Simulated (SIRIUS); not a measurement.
Wanted: the native input for a SIRIUS 7.12.0 run.

| Property | Result |
| --- | --- |
| Task | single point |
| Functional | PBEsol |
| Potentials or basis | PseudoDojo 0.4.1 PBEsol standard (scalar relativistic) |
| Cutoff | 1127 eV |
| Density cutoff | 4507 eV |
| k mesh | 10 × 10 × 6 |
| Occupations | fermi-dirac, width 0.05 eV |
| Spin | no spin polarisation |
| Libxc names | ["XC_GGA_X_PBE_SOL", "XC_GGA_C_PBE_SOL"] |
| Energy tol | 1e-08 Ha |
| Density tol | 1e-06 |
| Mixer | anderson |
| Mixing beta | 0.7 |
| Max scf | 100 |
| Radial cutoff for the potentials' integrals | 6.5 bohr |

Ag:

```
Ag
1.0
     2.93000    0.00000    0.00000
    -1.46500    2.53745    0.00000
     0.00000    0.00000    4.79000
Ag
2
Direct
  0.68483 0.35008 0.74689
  0.33791 0.67266 0.25057
```

This isn't the form of Ag at room conditions, which is fcc.

The cell isn't the ideal one: atoms moved at random, drawn with an rms of 0.05 Å.

One way to write it, as run:

sirius.json

```json
{
  "control": {
    "processing_unit": "cpu",
    "verbosity": 2,
    "num_bands_to_print": 28,
    "print_forces": true,
    "print_stress": true
  },
  "parameters": {
    "electronic_structure_method": "pseudopotential",
    "xc_functionals": ["XC_GGA_X_PBE_SOL", "XC_GGA_C_PBE_SOL"],
    "gk_cutoff": 9.1,
    "pw_cutoff": 18.2,
    "ngridk": [10, 10, 6],
    "shiftk": [0, 0, 0],
    "smearing": "fermi_dirac",
    "smearing_width": 0.0018374661,
    "num_bands": 28,
    "num_mag_dims": 0,
    "num_dft_iter": 100,
    "energy_tol": 1e-08,
    "density_tol": 1e-06
  },
  "iterative_solver": {
    "type": "davidson",
    "min_tolerance": 1e-10
  },
  "mixer": {
    "type": "anderson",
    "beta": 0.7,
    "max_history": 8
  },
  "settings": {
    "tol_ne": 1e-10,
    "pseudo_grid_cutoff": 6.5
  },
  "unit_cell": {
    "lattice_vectors": [
      [5.536897545154, 0.0, 0.0],
      [-2.768448772577, 4.795093932277, 0.0],
      [0.0, 0.0, 9.051788136957]
    ],
    "atom_coordinate_units": "lattice",
    "atom_types": ["Ag"],
    "atom_files": {
      "Ag": "Ag.json"
    },
    "atoms": {
      "Ag": [
        [0.684827, 0.350078, 0.746889],
        [0.337913, 0.672665, 0.250568]
      ]
    }
  }
}
```

Potentials or basis: PseudoDojo 0.4.1 PBEsol standard (scalar relativistic).

Command:

```sh
$ upf_to_json Ag.upf
$ OMP_NUM_THREADS=4 sirius.scf --input=sirius.json --output=out.json --task=0
```

It gave:

```
Pressure               : -6.2 GPa
Largest force          : 0.084 eV/Å
Band gap on the k mesh : none (metal or under the smearing width)
```

Run time: 6.1 min on 4 threads of Intel(R) Xeon(R) Platinum 8259CL CPU @ 2.50GHz (Skylake/Cascade Lake) (shared host), peak memory 1.8 GiB.
